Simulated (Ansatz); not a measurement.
Re: energy less free atoms and pressure as volume scale varies

Periodic Kohn-Sham DFT of a crystal at fixed atoms, scaled to volume_scale times the given cell; pressure positive in compression, energy less spherical unpolarised free atoms, largest_vzz the field gradient of largest size among the nuclei. The results are calculated, by Ansatz 0.2.0.

The cell before it is scaled or strained (space group P6_3/mmc, No. 194):
```
cell vectors (Å)
   2.6029     0.0000     0.0000
  -1.3015     2.2542     0.0000
   0.0000     0.0000     4.1620
atoms (fractions of the cell vectors)
Re  0.33333  0.66667  0.25000
Re  0.66667  0.33333  0.75000
```

Settings of every row: method all-electron LAPW; functional PBE; relativity scalar; k mesh 18x18x10; filling fermi-dirac; smearing width 0.05 eV; basis error target 0.25 meV/atom; nucleus gaussian.

Atom start moment: 0 on all atoms.

Limits: all rows lie far from zero pressure; cell far from its zero-pressure volume; no spin-orbit coupling on heavy atoms.

```
row  volume scale  V (Å³/atom)  energy less free atoms (eV/atom)  pressure (GPa)
  1          0.96       11.722                                 ?               ?
  2          0.98       11.966                          -10.5355         130.979
  3             1        12.21                          -10.7221         114.219
  4          1.02       12.454                          -10.8844          98.882
  5          1.04       12.699                          -11.0242          84.833
```

Question: what energy less free atoms and pressure should row 1 give?

Worked fit of energy less free atoms. Take u = (V_r/V)^(2/3) − 1 with V_r = 12.332 Å³ an atom, which is twice the finite (Eulerian) strain; such expansions in the strain, on which the Birch-Murnaghan equation of state is built, carry the rest volume and the bulk modulus. The shown rows have u = 0.02029, 0.00665, -0.00654, -0.01936. Least squares give energy less free atoms = −10.80621 + 12.2788 × u + 52.499 × u² eV/atom; a straight line predicts inner rows, each left out in turn, worse (root mean square 0.013 against 0.0003 eV/atom). The rows lie off it by 0.0000, 0.0001, -0.0001, 0.0001. The withheld row has u = 0.0344, so the fit gives −10.80621 + 12.2788 × (0.0344) + 52.499 × (0.0344)² = -10.3217 eV/atom.

The calculation gave -10.3221 eV/atom. The fit lies 0.0004 eV/atom (0.057 % of the column's range) above it; its largest miss of a shown row is 0.0001 eV/atom. This row lies beyond the range of the fit.

Worked fit of pressure. Take u = (V_r/V)^(2/3) − 1 with V_r = 12.332 Å³ an atom, which is twice the finite (Eulerian) strain; such expansions in the strain, on which the Birch-Murnaghan equation of state is built, carry the rest volume and the bulk modulus. The shown rows have u = 0.02029, 0.00665, -0.00654, -0.01936. Least squares give pressure = 106.3774 + 1161.596 × u + 2513.4 × u² GPa; a straight line predicts inner rows, each left out in turn, worse (root mean square 0.63 against 0.013 GPa). The rows lie off it by -0.002, 0.006, -0.006, 0.002 (root mean square 0.0045 GPa). The withheld row has u = 0.0344, so the fit gives 106.3774 + 1161.596 × (0.0344) + 2513.4 × (0.0344)² = 149.311 GPa.

The calculation gave 149.327 GPa. The fit lies 0.016 GPa (0.025 % of the column's range) below it; its largest miss of a shown row is 0.006 GPa. This row lies beyond the range of the fit.
